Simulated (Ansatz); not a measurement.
**How BaTiO₃ answers to pressure**

```
Ba Ti O
1.0
     2.82767    1.63255    2.31773
    -2.82767    1.63255    2.31773
     0.00000   -3.26511    2.31773
Ba Ti O
1 1 3
Direct
  0.00000 0.00000 0.00000
  0.51400 0.51400 0.51400
  0.49160 0.49160 0.98150
  0.49160 0.98150 0.49160
  0.98150 0.49160 0.49160
```

The cell is COD entry 9014756, as deposited and not checked against the literature; nothing was relaxed.

Spin–orbit coupling is left out, though it moves levels of the heavy atoms by tenths of an eV or more.

The calculation used DFT, PBE, all-electron LAPW, scalar-relativistic (Ansatz 0.2.0).

Sampling and basis: a Γ-centred 9×9×9 k mesh, Fermi–Dirac smearing of 0.05 eV, basis error target 1 meV/atom, no spin polarisation.

The cell is scaled evenly with fractional coordinates held. Semilocal gaps are too small, but their slopes carry over better.

```json
{"V/V(cell)": "0.9400", "P (GPa)": "17.66", "gap on the k mesh (eV)": "2.604"}
{"V/V(cell)": "0.9600", "P (GPa)": "12.98", "gap on the k mesh (eV)": "2.547"}
{"V/V(cell)": "0.9800", "P (GPa)": "8.78", "gap on the k mesh (eV)": "2.492"}
{"V/V(cell)": "0.9900", "P (GPa)": "6.84", "gap on the k mesh (eV)": "2.464"}
{"V/V(cell)": "1.0000", "P (GPa)": "5.00", "gap on the k mesh (eV)": "2.437"}
{"V/V(cell)": "1.0100", "P (GPa)": "3.26", "gap on the k mesh (eV)": "2.410"}
{"V/V(cell)": "1.0200", "P (GPa)": "1.60", "gap on the k mesh (eV)": "2.384"}
{"V/V(cell)": "1.0400", "P (GPa)": "-1.45", "gap on the k mesh (eV)": "2.331"}
```

(1) From the rows at 0.9900 and 1.0100, what is the bulk modulus at the cell's volume?

(2) What are the gap's volume deformation potential and pressure coefficient?

(3) Predict the row at V/V(cell) = 1.0600. How far is a linear estimate of P off?

## Answers

(1) B = −ΔP/Δln V = −[(3.26) − (6.84)]/0.02000 = 179.0 GPa.

(2) dEg/dln V = (2.410 − 2.464)/0.02000 = -2.70 eV, and dEg/dP = −(dEg/dln V)/B = 15 meV/GPa: pressure widens the gap.

(3) P = -4.20 GPa, gap 2.280 eV. The linear estimate P(cell) − B ln(V/V(cell)) = -5.43 GPa misses by 1.23 GPa, since the modulus falls on expansion.
